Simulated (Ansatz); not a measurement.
Runs of Ansatz 0.2.0 on Re. It takes space group P6_3/mmc (No. 194, hexagonal). The conventional cell has a = 2.766 Å, b = 2.766 Å, c = 8.939 Å, α = 90.00°, β = 90.00°, γ = 120.00°. Re (site symmetry -6m2) has 12 Re at 2.75 to 2.77 Å as nearest neighbours. Around Re (site symmetry -3m) lie 12 Re at 2.75 to 2.77 Å. 

```csv
task,level,potentials or basis,cell,k mesh,cutoff (eV),points for each segment of the path,gap on the mesh (eV),pressure (GPa),relaxed volume (Å³/atom)
band structure,LDA,Ansatz PAW,as given,11 × 11 × 3,420,14,none,-12.5,-
relaxation of cell and atoms,PBE,Ansatz PAW,relaxed,11 × 11 × 3,420,-,none,0.0,14.94
relaxation of cell and atoms,RPBE,Ansatz PAW,relaxed,11 × 11 × 3,420,-,-,0.0,15.10
band structure,PBE,JTH PAW,as given,11 × 11 × 3,1290,14,none,3.4,-
single point,PBE,Ansatz PAW,as given,15 × 15 × 4,420,-,none,3.4,-
relaxation of cell and atoms,PBEsol,Ansatz PAW,relaxed,11 × 11 × 3,420,-,-,0.0,(a)
relaxation of cell and atoms,r2SCAN,Ansatz PAW,relaxed,11 × 11 × 3,500,-,none,0.0,(b)
single point,PBE,Ansatz PAW,as given,11 × 11 × 3,350,-,none,3.3,-
```

Alike in all rows: no spin polarisation; smearing fermi-dirac 0.05 eV.

Problem. Fill in the values left out.

Solution. (a) 14.55; (b) 14.69.

Caveats: the PAW data sets come from PBE, with cores solved anew for the run's functional, which leaves a small shift of forces and pressure (some runs); the plane-wave basis is chosen anew once the cell has moved, so the energies of steps on either side of that aren't comparable (some runs); spin-orbit coupling is left out, which moves the levels of the heavy elements (some runs); the cutoff lies under the one recommended for these potentials (some runs).

A k mesh can miss the band edges, and the runs leave out spin-orbit coupling on Re.

A gap of «none» marks a metal or a gap under the smearing width.
